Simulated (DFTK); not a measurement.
KBr under changes of volume

One of the cells (35.937 Å³/atom); the others are scaled copies at fixed shape and fractional positions:

```xyz
2
Lattice="0.0000 3.3000 3.3000 3.3000 0.0000 3.3000 3.3000 3.3000 0.0000" Properties=species:S:1:pos:R:3 pbc="T T T"
Br    3.3000    3.3000    3.3000
K     0.0000    0.0000    0.0000
```

- Program: DFTK 0.8.2
- Functional: PBEsol
- Potentials or basis: dojo.nc.sr.pbesol.v0_4_1.standard.upf (PBEsol)
- Cutoff: 1007 eV
- k mesh: 7 × 7 × 7
- Occupations: fermi-dirac, width 0.05 eV
- Spin: no spin polarisation

| volume (Å³/atom) | energy over the lowest point (meV/atom) | pressure (GPa) | gap on the mesh (eV) |
| --- | --- | --- | --- |
| 33.781 | 2.58 | 0.6 | 4.44 |
| 34.500 | 0.50 | 0.3 | 4.38 |
| 35.218 | 0.00 | -0.1 | 4.33 |
| 35.937 | 0.88 | -0.3 | 4.28 |
| 36.656 | 3.00 | -0.6 | 4.23 |
| 37.374 | ? | ? | ? |
| 38.093 | 10.36 | -1.0 | 4.15 |

Task: What does the run at 37.374 Å³/atom give?

Result: Energy over the lowest point 6.20 meV/atom; pressure -0.8 GPa; gap on the mesh 4.19 eV.

Worked out: A Birch-Murnaghan fit of order 3 (a polynomial in V^(-2/3)) to the other rows has its minimum at 35.11 Å³/atom with B0 = V·E''(V) = 15.4 GPa and B' = 5.0. It gives 6.20 meV/atom at 37.374 Å³/atom, against the run's 6.20, and -dE/dV = -0.8 GPa, against -0.8. A straight line through the other rows of the gap, of slope -2.41 eV per unit of ln V (its deformation potential), gives 4.19 eV, against the run's 4.19.

Energies are extrapolated to zero smearing.

Caveats: an odd mesh through Γ misses points on the zone boundary, where band edges often lie (some runs).

Spin-orbit coupling on Br is left out.
